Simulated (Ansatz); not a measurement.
# Dielectric response of NaCl (001) films, part 5 of 5

Aim: the electronic and static ε of rocksalt NaCl (001) from films of three thicknesses in a field.

Ansatz 0.2.0; plane-wave DFT, PBE, Ansatz PAW (the session's first sound run).

So far. Step 29 (The bulk crystal): The gap is 5.11 eV. Step 30 (Band edges against the vacuum, levels PBE): The program warns that the averaged potential varies by 0.20 eV in the slab's middle, which these edges carry as an error.

### 31. The bulk with HSE06, k-mesh 6×6×6

This step: plane-wave DFT, HSE06, Ansatz PAW (Ansatz 0.2.0).

System of this step: rocksalt NaCl. It takes space group Fm-3m (No. 225, cubic). The conventional cell has a = 5.640 Å, b = 5.640 Å, c = 5.640 Å, α = 90.00°, β = 90.00°, γ = 90.00°. Nearest to Na lie 6 Cl at 2.82 Å. Nearest to Cl lie 6 Na at 2.82 Å. Farther neighbours and most contacts between anions are not listed.

A hybrid functional removes part of the gap error, and is affordable in the small bulk cell.

The input, input.yaml:

```yaml
crystal:
  lattice:
    - [0.0, 2.82, 2.82]
    - [2.82, 0.0, 2.82]
    - [2.82, 2.82, 0.0]
  atoms:
    - { symbol: Na, position: [0.0, 0.0, 0.0] }
    - { symbol: Cl, position: [0.5, 0.5, 0.5] }
kpoints:
  mp_grid: { grid: [6, 6, 6] }
hamiltonian:
  xc: hse06
scf:
  occupations: { method: fixed }
  convergence: { dr2_threshold: 1.0e-08 }
output:
  eigenvalues: true
checkpoint:
  write: bulk-hse.run
  compress: false
  write_wavefunctions: false
```

Run with:

```bash
ansatz run input.yaml --threads 4 --pin off --max-ram 8192MiB --backend cpu --events-out ev --progress --plain --runs-dir out
```

Numbers of over 12 decimals in the logs are rounded to 6 here.

Output:

```text
[...]
davidson cushion auto → on  (no smearing: the cushion is to keep the highest requested band from converging to the state above it; pin scf.eigensolver.cushion to override)
Crystal: 2 atoms, lattice volume = 44.852 Å³
Basis set: ecut = 420 eV, 893 PW (Γ)
Bands: 12, of which v1, the nominal top of the filled ones, is band 8 counted from 1 (7 counted from 0)
Symmetry: 48 space group operations
[...]
k-points: 16 of 216
[...]
SCF iter   1: F=—  HF=-2569.550483 eV  |F-HF|=—  |Δ(HF+E_count)|=         —  Δρ=5.95e-4  dr2=2.07e-4  ethr=1.77e-3  ⟨swp⟩=2.0  Hψ=1423  notcnv=0
[...]
SCF iter   2: F=-2569.550380 eV  HF=-2569.550384 eV  |F-HF|=3.41e-6  |Δ(HF+E_count)|=   9.96e-5  Δρ=8.12e-5  dr2=1.90e-6  ethr=1.19e-8  ⟨swp⟩=3.0  Hψ=1087  notcnv=0
SCF 1 stopped early in 2 iterations: F = -2569.550380 eV  dr2 = 1.90e-6
[...]
Exchange kernel: α = 0.2500, screened, ω = 0.2079 Å⁻¹, Wigner–Seitz truncation, v(0) = 1046.6206 eV·Å³, q-mesh 6×6×6, nearest image of the exchange supercell L = 23.93 Å, pair-density grid 15×15×15, without the augmentation charges, whose exchange is taken in its separable form by FFT convolution over the k-point mesh (sized by the pseudopotential files, 24×24×24 at the most), smooth part of the exact exchange by density-matrix convolution
Frozen-core exchange: fock
SCF iter   1: F=—  HF=-2570.499561 eV  |F-HF|=—  |Δ(HF+E_count)|=         —  Δρ=4.87e-3  dr2=5.74e-3  ethr=1.19e-7  ⟨swp⟩=7.3  Hψ=1069  notcnv=0
[...]
SCF iter   5: F=-2570.498213 eV  HF=-2570.498213 eV  |F-HF|=3.65e-8  |Δ(HF+E_count)|=   4.01e-7  Δρ=1.21e-5  dr2=8.05e-7  ethr=3.24e-8  ⟨swp⟩=3.0  Hψ=512  notcnv=0
SCF 2 stopped early in 5 iterations: F = -2570.498213 eV  dr2 = 8.05e-7
hybrid outer 1: dexx = +1.791e-3 eV, tail = 7.70e-6 eV
[...]
Frozen-core exchange: fock
SCF iter   1: F=—  HF=-2570.498158 eV  |F-HF|=—  |Δ(HF+E_count)|=         —  Δρ=4.26e-5  dr2=4.35e-7  ethr=2.41e-7  ⟨swp⟩=2.0  Hψ=448  notcnv=0
[...]
SCF iter   2: F=-2570.498158 eV  HF=-2570.498158 eV  |F-HF|=5.36e-9  |Δ(HF+E_count)|=   1.69e-7  Δρ=5.40e-6  dr2=9.68e-9  ethr=2.25e-11  ⟨swp⟩=2.8  Hψ=1104  notcnv=0
SCF 3 converged in 2 iterations: F = -2570.498158 eV  dr2 = 9.68e-9
hybrid outer 2: dexx = +5.784e-8 eV, tail = 2.74e-8 eV, Δε = 2.71e-3 eV (about 2.45e-4 eV left of the loop's levels)
hybrid SCF converged: 2 outer / 7 inner (+2 warm-up), last move |dexx| = 5.78e-8 eV, tail = 2.74e-8 eV
[...]
Free energy (F): -2570.498158 eV
Frozen-core exchange: fock
[...]
Internal energy: -2570.498158 eV  (E = F + TS)
E sigma→0 (E₀):  -2570.498158 eV
Fermi energy:    0.112870 eV
[...]
--- Band table (eV; the first three rows and the last of 16) ---
  k-point 0: bands = [... 4 lower, -13.7308, 0.1129, 0.1129, 0.1129, 6.5939, 12.6636, 12.6636, 12.6636]
  k-point 1: bands = [... 4 lower, -13.6444, -0.5045, 0.0387, 0.0387, 7.4204, 11.8510, 12.9617, 12.9617]
  k-point 2: bands = [... 4 lower, -13.4642, -1.4980, -0.1035, -0.1035, 8.5426, 11.6960, 12.7914, 12.7914]
  k-point 15: bands = [... 4 lower, -13.3011, -1.4218, -0.8611, -0.6450, 9.9860, 10.3658, 12.1054, 13.7528]
```

It took 4.4 s on 4 threads of Arm Neoverse V1, shared host; peak memory 1 GiB.

This step gave:

* gap on the k-mesh: 6.481 eV

The gap is 6.48 eV.

### 32. Band edges against the vacuum, levels HSE06

This step: plane-wave DFT, PBE, Ansatz PAW; band edges against the vacuum, bulk levels by HSE06 (Ansatz 0.2.0).

System of this step: NaCl (001), 8 units. The cell holds 16 atoms: 8 Na and 8 Cl. Cell: a = 3.988 Å, b = 3.988 Å, c = 37.740 Å, α = 90.0°, β = 90.0°, γ = 90.0°. It derives from NaCl (rocksalt NaCl). Vacuum lies along c.

The same line-up with the hybrid's levels.

The input, align.yaml:

```yaml
surface:
  bulk: { run: bulk.run, levels_from: { run: bulk-hse.run } }
  slab: { run: end8.run, axis: 3 }
  face: plus
  period: 2.82
```

Run with:

```bash
ansatz align-bands align.yaml -- --threads 4 --pin off
```

Output:

```text
plus face
ionisation energy 7.647 eV
electron affinity 1.166 eV
  bulk: levels by hse06 on the potential of pbe; from 17.46 to 20.28 Å its average varies by 0.1980 eV and climbs by +0.0000; the bulk's density to 1.55 % (its layers are strained against the bulk's: take a thicker slab or side, or run the bulk at their strain)
  vacuum: slopes by 0.0000 eV/Å; line-up 5.6726 eV
  of the bulk's run: of the levels' run: its band edges are its mesh's, and a band can turn off it. A run with kpoints.band_path: { path: [VBM, CBM], npoints: 1 } finds the zone's; its band edges are of a coarser mesh than the slab's or the interface's, whose density can shift them: a run under levels_from is taken as it is
[...]
```

The job ended after 0.08 s (4 threads).

This step gave:

* ionisation energy: 7.647 eV
* electron affinity: 1.166 eV

Check by hand: ionisation energy less affinity, 7.65 − (1.17) = 6.48 eV, is the bulk gap at this level.

The program warns that the averaged potential varies by 0.20 eV in the slab's middle, which these edges carry as an error.

### 33. Varying the input: efield.ramp_width = 0.15

This step: plane-wave DFT, PBE, Ansatz PAW (Ansatz 0.2.0).

System of this step: NaCl (001), 3 units. The cell holds 6 atoms: 3 Na and 3 Cl. Its edges and angles: a = 3.988 Å, b = 3.988 Å, c = 23.640 Å, α = 90.0°, β = 90.0°, γ = 90.0°. It derives from NaCl (rocksalt NaCl). Vacuum lies along c.

A run with a changed input: it repeats the earlier run at 0.1 V/Å, 3 units with efield.ramp_width from 0.06 to 0.15.

The input, input.yaml:

```yaml
crystal:
  lattice:
    - [3.98808225, 0.0, 0.0]
    - [0.0, 3.98808225, 0.0]
    - [0.0, 0.0, 23.64]
  atoms:
    - { symbol: Na, position: [0.5, 0.5, 0.3817663633] }
    - { symbol: Cl, position: [0.0, 0.0, 0.377503534] }
    - { symbol: Na, position: [0.0, 0.0, 0.4999999993] }
    - { symbol: Cl, position: [0.5, 0.5, 0.4999999996] }
    - { symbol: Na, position: [0.5, 0.5, 0.6182336373] }
    - { symbol: Cl, position: [0.0, 0.0, 0.6224964665] }
kpoints:
  mp_grid: { grid: [8, 8, 1] }
hamiltonian:
  xc: pbe
scf:
  occupations: { method: fixed }
  convergence: { dr2_threshold: 1.0e-10 }
efield:
  axis: 3
  dipole_correction: true
  ramp_position: 0.97
  ramp_width: 0.15
  amplitude: 0.1
output:
  write_potential: true
  write_density: true
  volumetric_format: npy
```

Run with:

```bash
ansatz run input.yaml --threads 4 --pin off --max-ram 8192MiB --backend cpu --events-out ev --progress --plain --runs-dir out
```

Output:

```text
[...]
Crystal: 6 atoms, lattice volume = 375.989 Å³
Basis set: ecut = 420 eV, 7399 PW (Γ)
Bands: 30, of which v1, the nominal top of the filled ones, is band 24 counted from 1 (23 counted from 0)
Symmetry: 8 space group operations
k-points: 15 of 64
[...]
SCF iter   1: F=—  HF=-7709.321216 eV  |F-HF|=—  |Δ(HF+E_count)|=         —  Δρ=1.76e-2  dr2=2.85e0  ethr=3.10e-3  p=0.075 e·Å  D=3.60e-2 V/Å  ΔV_dip=-0.85 eV  dr2_dipole=9.90e-4  V_vac-E_F(+/−)=10.36/9.26 eV  ⟨swp⟩=5.4  Hψ=1670  notcnv=0  defer=48
[...]
SCF iter  10: F=-7708.384935 eV  HF=-7708.384935 eV  |F-HF|=8.91e-11  |Δ(HF+E_count)|=   1.68e-9  Δρ=1.67e-7  dr2=5.24e-11  ethr=1.00e-12  p=0.048 e·Å  D=2.29e-2 V/Å  ΔV_dip=-0.54 eV  dr2_dipole=5.15e-14  V_vac-E_F(+/−)=7.45/6.05 eV  ⟨swp⟩=12.1  Hψ=2007  notcnv=0
SCF 1 converged in 10 iterations: F = -7708.384935 eV  dr2 = 5.24e-11
[...]
SCF converged after 10 iterations
[...]
Free energy (F): -7708.384935 eV
[...]
Internal energy: -7708.384935 eV  (E = F + TS)
E sigma→0 (E₀):  -7708.384935 eV
Fermi energy:    -3.943981 eV
Dipole field:    D = 0.022913 V/Å  (p = 0.047610 e·Å, saw-weighted, corrected)
Work function:   not extracted (applied field tilts the vacuum); planar V_es + V_field profile in the machine report
[...]
--- Band table (eV; the first three rows and the last of 15) ---
  k-point 0: bands = [... 20 lower, -4.1689, -4.1399, -3.9440, -3.9440, 0.9582, 1.5578, 2.4471, 2.9829, ... 2 higher]
  k-point 1: bands = [... 20 lower, -4.1659, -4.1596, -4.0504, -3.9442, 1.2296, 1.7559, 2.6056, 3.1393, ... 2 higher]
  k-point 2: bands = [... 20 lower, -4.2867, -4.1621, -4.0934, -3.9447, 1.8555, 2.2724, 2.9929, 3.4777, ... 2 higher]
  k-point 14: bands = [... 20 lower, -4.6973, -4.6973, -4.3515, -4.1097, 3.3159, 3.7952, 3.9304, 4.3879, ... 2 higher]
```

Elapsed: 5.7 s, on 4 threads; peak memory 0.64 GiB; 21 s of CPU time.

Numbers from this step:

* gap on the k-mesh: 4.902 eV
* dipole along the normal: 0.04761 e·Å

| quantity | this run | earlier run | difference |
| --- | --- | --- | --- |
| dipole along the normal (e·Å) | 0.04761 | 0.04761 | -6.0e-7 |
| gap on the k-mesh (eV) | 4.902 | 4.901 | 9.1e-4 |

Nothing in the table moves by 0.01 in its unit (for the dipole 0.5 % and 5e-5 e·Å).

### 34. Varying the input

Another changed input: it repeats the earlier run at 0.1 V/Å, 3 units with efield.dipole_correction from true to false.

input.yaml, as its differences from that of step 33:

```diff
@@ -21,5 +21,5 @@
   axis: 3
-  dipole_correction: true
+  dipole_correction: false
   ramp_position: 0.97
-  ramp_width: 0.15
+  ramp_width: 0.06
   amplitude: 0.1
```

Output:

```text
[...]
Crystal: 6 atoms, lattice volume = 375.989 Å³
Basis set: ecut = 420 eV, 7399 PW (Γ)
Bands: 30, of which v1, the nominal top of the filled ones, is band 24 counted from 1 (23 counted from 0)
Symmetry: 8 space group operations
k-points: 15 of 64
[...]
SCF iter   1: F=—  HF=-7708.389518 eV  |F-HF|=—  |Δ(HF+E_count)|=         —  Δρ=7.32e-4  dr2=1.08e-2  ethr=1.77e-3  p=-0.000 e·Å  V_vac-E_F(+/−)=7.71/5.55 eV  ⟨swp⟩=5.7  Hψ=1773  notcnv=0  defer=45
[...]
SCF iter   8: F=-7708.385642 eV  HF=-7708.385642 eV  |F-HF|=4.18e-11  |Δ(HF+E_count)|=  8.08e-10  Δρ=7.69e-8  dr2=2.05e-11  ethr=1.00e-12  p=0.062 e·Å  V_vac-E_F(+/−)=7.65/5.55 eV  ⟨swp⟩=14.8  Hψ=2205  notcnv=0
SCF 1 converged in 8 iterations: F = -7708.385642 eV  dr2 = 2.05e-11
[...]
SCF converged after 8 iterations
Free energy (F): -7708.385642 eV
[...]
Internal energy: -7708.385642 eV  (E = F + TS)
E sigma→0 (E₀):  -7708.385642 eV
Fermi energy:    -3.828826 eV
Dipole field:    D = 0.029726 V/Å  (p = 0.061765 e·Å, saw-weighted)
Work function:   not extracted (applied field tilts the vacuum); planar V_es + V_field profile in the machine report
[...]
--- Band table (eV; the first three rows and the last of 15) ---
  k-point 0: bands = [... 20 lower, -4.1107, -4.0455, -3.8333, -3.8333, 1.0068, 1.6452, 2.3281, 2.9163, ... 2 higher]
  k-point 1: bands = [... 20 lower, -4.1087, -4.0570, -3.9523, -3.8327, 1.2693, 1.8505, 2.4923, 3.0559, ... 2 higher]
  k-point 2: bands = [... 20 lower, -4.2083, -4.1076, -3.9930, -3.8313, 1.8722, 2.3908, 2.9366, 3.3400, ... 2 higher]
  k-point 14: bands = [... 20 lower, -4.5969, -4.5969, -4.3029, -3.9950, 3.3734, 3.8992, 4.0113, 4.4628, ... 2 higher]
```

Elapsed: 4.8 s, on 4 threads; peak memory 0.65 GiB; 19 s of CPU time.

| quantity | this run | earlier run | difference |
| --- | --- | --- | --- |
| dipole along the normal (e·Å) | 0.06177 | 0.04761 | 0.014 |
| gap on the k-mesh (eV) | 4.836 | 4.901 | -0.066 |

With the dipole correction off, the periodic images add a field of their own to the typed one.

What moves beyond 0.01 in its unit (for the dipole 0.5 % and 5e-5 e·Å): dipole along the normal (+0.0142 e·Å) and gap on the k-mesh (-0.0657 eV).

These numbers are not those of the isolated slab.

### 35. What came out

```json
{
  "electronic ε from the thickness series": "2.49",
  "static ε from the thickness series": "6.88",
  "local electronic ε, middle of 8 units": "2.49",
  "ionisation energy, levels by PBE": "6.66 eV",
  "electron affinity, levels by PBE": "1.55 eV",
  "ionisation energy, levels by HSE06": "7.65 eV",
  "electron affinity, levels by HSE06": "1.17 eV"
}
```

What this shows: The films give an electronic ε of 2.49 and a static ε of 6.88. The slope of the series and the field inside the thickest film give 2.49 and 2.49, in agreement. Ions raise ε from 2.49 to 6.88. HSE06 levels deepen the valence edge by 0.99 eV on the same PBE surface dipole. The alignment warns that the averaged potential still varies by 0.20 eV in the slab's middle, which the band edges carry as an error. The in-plane lattice constants are held at typed bulk values. Semilocal functionals tend to overestimate the electronic ε a little.

[Logs are printed without paths, hosts, clocks, repeated set-up lines and the standing remarks that a program may print on its own settings, such as how far it seeks lower states.]

[Hosts, paths, dates, database ids (printed as entryN), source tags and the programs' standing remarks are cut or masked in the printed files.]

[Maps of the electrostatic potential energy from Ansatz leave out the sawtooth potential of an applied field or a dipole correction, so their vacuum need not be flat; planar profiles and work functions include it.]
